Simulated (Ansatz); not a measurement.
**ZnO: the gap against volume**

ZnO, Fm-3m, a = 4.268 Å. This isn't the usual stable structure of the compound. Ansatz: r2SCAN, PAW, 500 eV, Γ-centred 12×12×12 mesh on 2 atoms, Gaussian smearing 0.02 eV; no spin polarisation. Symmetry fixes shape and atoms, so the cell is only scaled; x = ln(V/V0) with V0 = 9.715 Å³/atom. The gap is read at the mesh points alone.

```
      x gap y (eV)
-0.0619       1.884
-0.0305       1.720
 0.0000       1.567
 0.0296       1.424
 0.0583           ?
```

**Question.** Fit a straight line to the other rows, give the volume deformation potential of the gap and its pressure coefficient, and predict the missing gap. B0 = 192.8 GPa.

**Answer.** Means x = -0.01570, y = 1.6488; Σ(Δx)² = 0.004652, ΣΔxΔy = -0.02339; the slope is their ratio. y = 1.5698 − 5.0274 x. The slope is the deformation potential a = dE_g/d ln V = -5.03 eV, and dE_g/dP = −a/B0 = 26.1 meV/GPa. At x = 0.0583 the fit asked for gives 1.277 eV. The run gave 1.290 eV, so the fit is 0.013 eV too low, 2.2 % of the span of the series, against an rms of 0.003 eV on the fitted rows. The row lies outside the fitted range. With a term in x² added, a fit to the same known rows predicts 1.291 eV, so most of the miss is curvature that the known rows already hold.

Semilocal functionals give gaps under the measured ones; where shallow d states of Zn, Cd, Cu or Ag mix into an O valence top, changes of the gap are off too.

Cost: 5 runs of about 0.15 core-minutes in all, on AMD EPYC 9R45 (Zen 5) (shared hosts).